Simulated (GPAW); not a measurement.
# LiH (Fm-3m) in GPAW: notebook

Aim: see how the results for LiH move with the level of theory and the settings. Levels: PBE, PBEsol, LDA. Tasks: dielectric tensor, band structure, G0W0 quasiparticle levels.

Program: GPAW 26.7.0. These are calculated values, not measurements. Logs are shortened: lines on timing, memory, paths and dates and some standing lists are left out, and cuts for length are marked. The log counts tension as positive stress, the text compression.

### 1 The structure

It takes space group Fm-3m (No. 225, cubic). Conventional cell: a = 4.074 Å, b = 4.074 Å, c = 4.074 Å, α = 90.00°, β = 90.00°, γ = 90.00°. Li (site symmetry m-3m) has 6 H at 2.04 Å as nearest neighbours. H (site symmetry m-3m) is surrounded by 6 Li at 2.04 Å.

### 2 Dielectric tensor, PBE

run.py reads:

```python
import numpy as np
from ase import Atoms
from ase.dft.bandgap import bandgap
from ase.io import write
from gpaw import GPAW, PW
from gpaw.response.df import DielectricFunction

atoms = Atoms(['Li', 'H'],
              cell=[[0.0, 2.03675, 2.03675],
                    [2.03675, 0.0, 2.03675],
                    [2.03675, 2.03675, 0.0]],
              scaled_positions=[[0.0, 0.0, 0.0],
                                [0.5, 0.5, 0.5]],
              pbc=True)

calc = GPAW(mode=PW(600),
            xc='PBE',
            kpts={'size': (9, 9, 9), 'gamma': True},
            occupations={'name': 'fermi-dirac', 'width': 0.001},
            nbands=8,
            convergence={'density': 1e-06},
            maxiter=150,
            txt='gpaw.txt')
atoms.calc = calc
energy = atoms.get_potential_energy()
calc.write('gs.gpw')
write('result.traj', atoms)
print(f'Energy: {energy:.6f} eV')
print('Fermi level:', round(calc.get_fermi_level(), 4), 'eV')
print(f'Gap: {bandgap(calc)[0]:.4f} eV, direct: {bandgap(calc, direct=True)[0]:.4f} eV')

for size in [(20, 20, 20), (28, 28, 28)]:
    name = 'x'.join(str(n) for n in size)
    dense = calc.fixed_density(kpts={'size': size, 'gamma': True},
                               nbands=27, convergence={'bands': 21, 'eigenstates': 1e-7},
                               update_fermi_level=True, txt=f'dense-{name}.txt')
    dense.write(f'{name}.gpw', mode='all')
    df = DielectricFunction(f'{name}.gpw', frequencies=np.array([0.0]), hilbert=False, eta=0.001,
                            ecut=80, nbands=21, intraband=False, txt=f'df-{name}.txt')
    for xc in ['RPA', 'LR0.3', 'ALDA_X']:
        for direction in ['x', 'y', 'z', [0, 1, 1], [1, 0, 1], [1, 1, 0]]:
            e0, e = df.get_macroscopic_dielectric_constant(xc=xc, direction=direction)
            print(f'{name} {xc} {direction}: {e0:.4f} without, {e:.4f} with local fields')
```

Potentials or basis: GPAW PAW data sets (gpaw-data 1.2.1), pw.

Command:

```bash
$ OMP_NUM_THREADS=1 python run.py
```

gpaw.txt:

```text
__  _  _
 | _ |_)|_||  |
 |__||  | ||/\| - 26.7.0

Input parameters:
  mode=PW(ecut=600.0),
  convergence={'density': 1e-06},
  kpts=MonkhorstPack(size=(9, 9, 9), gamma=True),
  maxiter=150,
  nbands=8,
  occupations=Occupations(name='fermi-dirac', width=0.001),
  xc=XC(name='PBE')

Diagonalizing LCAO Hamiltonian
Converting LCAO to pw mode

              H

       Li

Atoms  # Å, Bohr magnetons
|   | symbol |        x |        y |        z |    initial magnetic moments |
|---|--------|----------|----------|----------|-----------------------------|
| 0 |     Li | 0.000000 | 0.000000 | 0.000000 | ( 0.0000,  0.0000,  0.0000) |
| 1 |      H | 2.036750 | 2.036750 | 2.036750 | ( 0.0000,  0.0000,  0.0000) |

Unit cell  # Å
| periodic |        x |        y |        z |  lengths |    angles |
|----------|----------|----------|----------|----------|-----------|
|      yes | 0.000000 | 2.036750 | 2.036750 | 2.880399 | 60.000000 |
|      yes | 2.036750 | 0.000000 | 2.036750 | 2.880399 | 60.000000 |
|      yes | 2.036750 | 2.036750 | 0.000000 | 2.880399 | 60.000000 |

Number of symmetries: 48
Symmetry operations  # r_c * U_cc + t_c -> r_c
|    | kind |            matrix            |
|----|------|------------------------------|
|  0 |  σ   |  1, 0, 0,  1, 0,-1,  1,-1, 0 |
|  1 |  C2  |  1, 0, 0,  1,-1, 0,  1, 0,-1 |
|  2 |  E   |  1, 0, 0,  0, 1, 0,  0, 0, 1 |
|  3 |  σ   |  1, 0, 0,  0, 0, 1,  0, 1, 0 |
|  4 |  C4  |  1, 0,-1,  1, 0, 0,  1,-1, 0 |
|  5 |  S6  |  1, 0,-1,  1,-1, 0,  1, 0, 0 |
|  6 |  σ   |  1, 0,-1,  0, 1,-1,  0, 0,-1 |
|  7 |  C3  |  1, 0,-1,  0, 0,-1,  0, 1,-1 |
|  8 |  S6  |  1,-1, 0,  1, 0, 0,  1, 0,-1 |
|  9 |  C4  |  1,-1, 0,  1, 0,-1,  1, 0, 0 |
| 10 |  C3  |  1,-1, 0,  0,-1, 1,  0,-1, 0 |
| 11 |  σ   |  1,-1, 0,  0,-1, 0,  0,-1, 1 |
| 12 |  σ   |  0, 1, 0,  1, 0, 0,  0, 0, 1 |
| 13 |  C4  |  0, 1, 0,  0, 1,-1, -1, 1, 0 |
| 14 |  C3  |  0, 1, 0,  0, 0, 1,  1, 0, 0 |
| 15 |  S6  |  0, 1, 0, -1, 1, 0,  0, 1,-1 |
| 16 |  C2  |  0, 1,-1,  1, 0,-1,  0, 0,-1 |
| 17 |  σ   |  0, 1,-1,  0, 1, 0, -1, 1, 0 |
| 18 |  S4  |  0, 1,-1,  0, 0,-1,  1, 0,-1 |
| 19 |  C4  |  0, 1,-1, -1, 1, 0,  0, 1, 0 |
| 20 |  C3  |  0, 0, 1,  1, 0, 0,  0, 1, 0 |
| 21 |  σ   |  0, 0, 1,  0, 1, 0,  1, 0, 0 |
| 22 |  S6  |  0, 0, 1,  0,-1, 1, -1, 0, 1 |
| 23 |  C4  |  0, 0, 1, -1, 0, 1,  0,-1, 1 |
| 24 |  S4  |  0, 0,-1,  1, 0,-1,  0, 1,-1 |
| 25 |  C3  |  0, 0,-1,  0, 1,-1,  1, 0,-1 |
| 26 |  C2  |  0, 0,-1,  0,-1, 0, -1, 0, 0 |
| 27 |  S6  |  0, 0,-1, -1, 0, 0,  0,-1, 0 |
| 28 |  S4  |  0,-1, 1,  1,-1, 0,  0,-1, 0 |
| 29 |  C4  |  0,-1, 1,  0, 0, 1, -1, 0, 1 |
| 30 |  C2  |  0,-1, 1,  0,-1, 0,  1,-1, 0 |
| 31 |  σ   |  0,-1, 1, -1, 0, 1,  0, 0, 1 |
| 32 |  C3  |  0,-1, 0,  1,-1, 0,  0,-1, 1 |
| 33 |  S6  |  0,-1, 0,  0, 0,-1, -1, 0, 0 |
| 34 |  S4  |  0,-1, 0,  0,-1, 1,  1,-1, 0 |
| 35 |  C2  |  0,-1, 0, -1, 0, 0,  0, 0,-1 |
| 36 |  C2  | -1, 1, 0,  0, 1, 0,  0, 1,-1 |
| 37 |  S6  | -1, 1, 0,  0, 1,-1,  0, 1, 0 |
| 38 |  S4  | -1, 1, 0, -1, 0, 1, -1, 0, 0 |
| 39 |  C3  | -1, 1, 0, -1, 0, 0, -1, 0, 1 |
| 40 |  S6  | -1, 0, 1,  0, 0, 1,  0,-1, 1 |
| 41 |  C2  | -1, 0, 1,  0,-1, 1,  0, 0, 1 |
| 42 |  C3  | -1, 0, 1, -1, 1, 0, -1, 0, 0 |
| 43 |  S4  | -1, 0, 1, -1, 0, 0, -1, 1, 0 |
| 44 |  C2  | -1, 0, 0,  0, 0,-1,  0,-1, 0 |
| 45 |  i   | -1, 0, 0,  0,-1, 0,  0, 0,-1 |
| 46 |  σ   | -1, 0, 0, -1, 1, 0, -1, 0, 1 |
| 47 |  C2  | -1, 0, 0, -1, 0, 1, -1, 1, 0 |

BZ-sampling:
  Number of BZ points: 729
  Number of IBZ points: 35

  Monkhorst-Pack size: [9, 9, 9]
  Monkhorst-Pack shift: [0, 0, 0]

K-points  # in reciprocal-cell coordinates
|     |                                coordinates |     weight |
|-----|--------------------------------------------|------------|
|   0 | (  0.00000000,   0.00000000,   0.00000000) | 0.00137174 |
|   1 | (  0.11111111,   0.11111111,   0.00000000) | 0.00823045 |
|   2 | (  0.11111111,   0.11111111,   0.11111111) | 0.01097394 |
|   3 | (  0.22222222,   0.11111111,   0.11111111) | 0.01646091 |
|   4 | (  0.22222222,   0.22222222,   0.00000000) | 0.00823045 |
|   5 | (  0.22222222,   0.22222222,   0.11111111) | 0.03292181 |
|   6 | (  0.22222222,   0.22222222,   0.22222222) | 0.01097394 |
|   7 | (  0.33333333,   0.22222222,   0.11111111) | 0.03292181 |
|   8 | (  0.33333333,   0.22222222,   0.22222222) | 0.03292181 |
|   9 | (  0.33333333,   0.33333333,  -0.33333333) | 0.01646091 |
| ... |                                            |            |
|  34 | (  0.44444444,   0.44444444,   0.44444444) | 0.01097394 |

Plane wave coefficients: 576
Cutoff: 600.0 eV

Spin-components: 1 (collinear spins)
Bands:           8
Projectors:      6
Spin-degeneracy: 2
Datatype:        complex128

Parallelization:
  kpt:    1
  domain: 1
  band:   1

Density:
  Valence electrons: 2.0
  Components: 1
  Grid points: [18 18 18]
  Charge: 0.0  # |e|

Potential:
  Grid points: [18 18 18]

species:
  Li:
    name:    Lithium
    Z:       3.0
    valence: 1
    core:    2
    charge:  0.0  # [|e|]
    compensation charges:
      type: gauss
      rc: 0.33  # [Å]
      lmax: 2
    cutoffs:
      filter: 1.91  # [Å]
      core: 2.55  # [Å]
    projectors
    | kind |    occ | energy [eV] | rcut [Å] |
    |------|--------|-------------|----------|
    |   2s |  1.000 |      -2.874 |    1.058 |
    |   2p |  0.000 |      -1.090 |    1.058 |
    |    s |        |      24.337 |    1.058 |

    Using partial waves for Li as LCAO basis

  H:
    name:    Hydrogen
    Z:       1.0
    valence: 1
    core:    0
    charge:  0.0  # [|e|]
    compensation charges:
      type: gauss
      rc: 0.15  # [Å]
      lmax: 2
    cutoffs:
      filter: 0.85  # [Å]
      core: 0.53  # [Å]
    projectors
    | kind |    occ | energy [eV] | rcut [Å] |
    |------|--------|-------------|----------|
    |   1s |  1.000 |      -6.494 |    0.476 |
    |    s |        |      20.717 |    0.476 |
    |    p |        |       0.000 |    0.476 |

    Using partial waves for H as LCAO basis

Reference energy: -215.277982  # eV

eigensolver:
  PPCG
  Converge bands: occupied
  niter=2

density mixing:
  MSR1-Mixer
  Pratt-step length: 0.05
  Maximum mixing coefficient: 0.75
  Old densities: 10
  SVD Regularization: 0.005
  Good broyden scale: 1.0
  Trust region scale: 1.0
  Backstep threshold: 4.0
  History deletion threshold: 6.0
  Fourier metric: weight=20.0, sigma=0.015

occupation numbers:
  Fermi-Dirac:
    width: 0.0010  # eV

poisson solver:
  ecut: 4800.0  # eV

xc functional:
  name: PBE with 2 nearest neighbor stencil

convergence criteria:
- Maximum integral of absolute [dens]ity change: 1e-06 electrons / valence electron
- Maximum [total energy] change in last 3 cyles: 0.0005 eV / valence electron
- Maximum integral of absolute [eigenst]ate change: 4e-08 eV^2 / valence electron
maximum number of iterations: 150

SCF iterations
|iter     | |      energy | eigst |  dens |
|---------|-|-------------|-------|-------|
|iter:   1| |   -6.292531 | -0.38 |       |
|iter:   2| |   -6.267421 | -3.43 | -0.56 |
|iter:   3| |   -6.105930 | -2.50 | -0.59 |
|iter:   4| |   -6.102022 | -3.37 | -1.26 |
|iter:   5| |   -6.102285 | -4.31 | -1.96 |
|iter:   6| |   -6.102304c| -5.68 | -2.65 |
|iter:   7| |   -6.102303c| -7.19 | -4.14 |
|iter:   8| |   -6.102303c| -7.41c| -4.48 |
|iter:   9| |   -6.102303c| -8.49c| -5.22 |
|iter:  10| |   -6.102303c| -8.78c| -5.74 |
|iter:  11| |   -6.102303c|-10.03c| -6.94c|

Converged in 11 steps
Energy contributions relative to reference atoms: (reference = -215.277982)

Energy contributions:
  Kinetic:           5.329028
  Coulomb:          -5.630474
  Zero:             -0.010761
  External:          0.000000
  Xc:               -5.790096
  Entropy:          -0.000000
  Spinorbit:         0.000000
  ----------------------------
  Free energy:      -6.102303
  Extrapolated:     -6.102303

dipole moment: (-2.336718, -2.336718, -2.336718)  # |e|*Ang

Fermi level: 0.596
Eigenvalues  # (at kpt = [0.000, 0.000, 0.000])
| band index |      eig [eV] | occ [0-2] |
|------------|---------------|-----------|
|          0 |        -5.649 |     2.000 |
|          1 |        15.084 |     0.000 |
|          2 |        17.137 |     0.000 |
|          3 |        17.137 |     0.000 |
|          4 |        17.137 |     0.000 |
|          5 |        21.859 |     0.000 |
|          6 |        21.859 |     0.000 |
|          7 |        21.859 |     0.000 |

Gap: 3.282 eV
Transition (v -> c):
  (s=0, k=29, n=0, [0.44, 0.44, -0.11]) -> (s=0, k=29, n=1, [0.44, 0.44, -0.11])
No difference between direct/indirect transitions
# Writing to gs.gpw (mode='')
```

Wall time 5.2 min (1 thread of Intel Xeon Platinum 8259CL at 2.50GHz (Skylake/Cascade Lake), shared host); peak memory 0.49 GiB.

Results:

- Free energy: -6.1023 eV
- Band gap on the k mesh: 3.28 eV, direct
- Electronic dielectric tensor (diagonal): 3.88

Electronic dielectric tensor:
```
3.88 0.00 0.00
0.00 3.88 0.00
0.00 0.00 3.88
```

Caveat: the long-wavelength limit can be off by a per cent or two.

### 3 Band structure, PBEsol, 8.45 Å³/atom

run.py reads:

```python
from ase import Atoms
from ase.dft.bandgap import bandgap
from ase.io import write
from ase.units import GPa
from gpaw import GPAW, PW, setup_paths

setup_paths.insert(0, '.')

atoms = Atoms(['Li', 'H'],
              cell=[[0.0, 1.95528, 2.210015191],
                    [1.95528, 0.0, 2.210015191],
                    [1.95528, 1.95528, 0.0]],
              scaled_positions=[[0.0, 0.0, 0.0],
                                [0.5, 0.5, 0.5]],
              pbc=True)

calc = GPAW(mode=PW(800),
            xc='PBEsol',
            kpts={'size': (11, 11, 11), 'gamma': True},
            occupations={'name': 'fermi-dirac', 'width': 0.05},
            nbands=8,
            convergence={'density': 1e-05, 'energy': 1e-05},
            maxiter=150,
            txt='gpaw.txt')
atoms.calc = calc
energy = atoms.get_potential_energy()
forces = atoms.get_forces()
stress = atoms.get_stress()
calc.write('gs.gpw')
write('result.traj', atoms)
print(f'Energy: {energy:.6f} eV')
print('Forces (eV/A):')
print(forces.round(4))
print('Stress (GPa):', (stress / GPa).round(3))
print('Fermi level:', round(calc.get_fermi_level(), 4), 'eV')
print(f'Gap: {bandgap(calc)[0]:.4f} eV, direct: {bandgap(calc, direct=True)[0]:.4f} eV')

path = atoms.cell.bandpath('GXYSGZS1NPY1Z,XP', npoints=60, eps=1e-4)
bs_calc = calc.fixed_density(kpts=path, symmetry='off', nbands=14,
                             convergence={'bands': 'CBM+6.0', 'eigenstates': 1e-6}, txt='bands.txt')
bs = bs_calc.band_structure()
bs.write('bs.json')
print(f'Gap on the path: {bandgap(bs_calc)[0]:.4f} eV')
```

Potentials or basis: PAW data sets generated in the run's folder for this functional, pw.

Command:

```bash
$ gpaw-setup -f PBEsol H Li
$ OMP_NUM_THREADS=1 python run.py
```

It took 22 s on 1 thread of Intel Xeon Platinum 8259CL at 2.50GHz (Skylake/Cascade Lake), shared host; peak memory 0.19 GiB.

Results (log left out):

| Item | Value |
| --- | --- |
| Free energy | -6.1869 eV |
| Pressure | -1.3 GPa |
| Band gap on the k mesh | 1.76 eV, indirect (least direct gap 2.67 eV) |
| Band gap along the path | 1.53 eV, indirect (least direct gap 2.51 eV) |

Caveat: the data sets keep Ga 3d, Li 1s and Be 1s frozen, and some such compounds lay over 1.5 % in volume off other programs; the density grid can change from cell to cell, which puts small steps into energies and stress; the mesh misses the band edges, which the band path finds closer together.

### 4 Band structure, PBEsol, 8.45 Å³/atom

Changes to run.py since step 3:

```diff
@@ -9,5 +9,5 @@
 atoms = Atoms(['Li', 'H'],
-              cell=[[0.0, 1.95528, 2.210015191],
-                    [1.95528, 0.0, 2.210015191],
-                    [1.95528, 1.95528, 0.0]],
+              cell=[[0.0, 1.996015, 2.1207309454],
+                    [1.996015, 0.0, 2.1207309454],
+                    [1.996015, 1.996015, 0.0]],
               scaled_positions=[[0.0, 0.0, 0.0],
```

Command:

```bash
$ gpaw-setup -f PBEsol H Li
$ OMP_NUM_THREADS=1 python run.py
```

Wall time 22 s (1 thread of Intel Xeon Platinum 8259CL at 2.50GHz (Skylake/Cascade Lake), shared host); peak memory 0.2 GiB.

The run converged. Its results:

```yaml
Free_energy: -6.2104 eV
Pressure: -2.0 GPa
Band_gap_on_the_k_mesh: 2.34 eV, indirect (least direct gap 2.79 eV)
Band_gap_along_the_path: 2.14 eV, indirect (least direct gap 2.61 eV)
```

Caveat: the data sets keep Ga 3d, Li 1s and Be 1s frozen, and some such compounds lay over 1.5 % in volume off other programs; the density grid can change from cell to cell, which puts small steps into energies and stress; the mesh misses the band edges, which the band path finds closer together.

(Continued in part 2 of 2.)
